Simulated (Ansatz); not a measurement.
## One structure type, several compounds

The calculation used DFT, PBEsol, all-electron LAPW, scalar-relativistic in Ansatz 0.2.0.

All compounds have space group R-3m with 2 atoms in the primitive cell. V0, B0 and B0′ come from third-order Birch–Murnaghan fits to pressures at five volumes, with shape and internal coordinates held; prototypes and MP cells needn't be known phases. No run is spin-polarised.

Solid oxygen carries moments on its molecules; these runs leave spin out.

No spin–orbit coupling, which matters for the heavy atoms here.

As: As 6c (0.333 0.667 0.891); shape as in a = 3.75 Å, b = 3.75 Å, c = 11.11 Å, α = 90.00°, β = 90.00°, γ = 120.00°; MP-relaxed cell mp-11; 12×12×12 mesh, smearing 0.05 eV; no spin
Sb: Sb 6c (0.000 0.000 0.234); shape as in a = 4.30 Å, b = 4.30 Å, c = 11.23 Å, α = 90.00°, β = 90.00°, γ = 120.00°; COD 9009654, measured; 9×9×9 mesh, smearing 0.05 eV; no spin
C: C 6c (0.000 0.000 0.164); shape as in a = 2.46 Å, b = 2.46 Å, c = 10.04 Å, α = 90.00°, β = 90.00°, γ = 120.00°; COD 1200018, reported, may be off; 17×17×17 mesh, smearing 0.03 eV; no spin
O: O 6c (0.000 0.000 0.058); shape as in a = 2.85 Å, b = 2.85 Å, c = 10.22 Å, α = 90.00°, β = 90.00°, γ = 120.00°; COD 2106431, reported; 10×10×10 mesh, smearing 0.02 eV; no spin
Bi: Bi 6c (0.000 0.000 0.234); shape as in a = 4.55 Å, b = 4.55 Å, c = 11.86 Å, α = 90.00°, β = 90.00°, γ = 120.00°; COD 9009658, measured; 10×10×10 mesh, smearing 0.03 eV; no spin

| compound | V0 (Å³/atom) | B0 (GPa) | B0′ |
| --- | --- | --- | --- |
| As | 22.17 | ? | 4.1 |
| Sb | 30.21 | ? | 4.3 |
| C | 8.78 | 281 | 3.6 |
| O | 12.19 | ? | 4.2 |
| Bi | 34.92 | 49 | 4.6 |

**Question.** Fill in "B0 (GPa)" for the row "Sb".

**Answer.** 57.

**Question.** Give the missing entry: row "As", column "B0 (GPa)".

**Answer.** 73.

**Question.** Give the missing entry: row "O", column "B0 (GPa)".

**Answer.** 94.
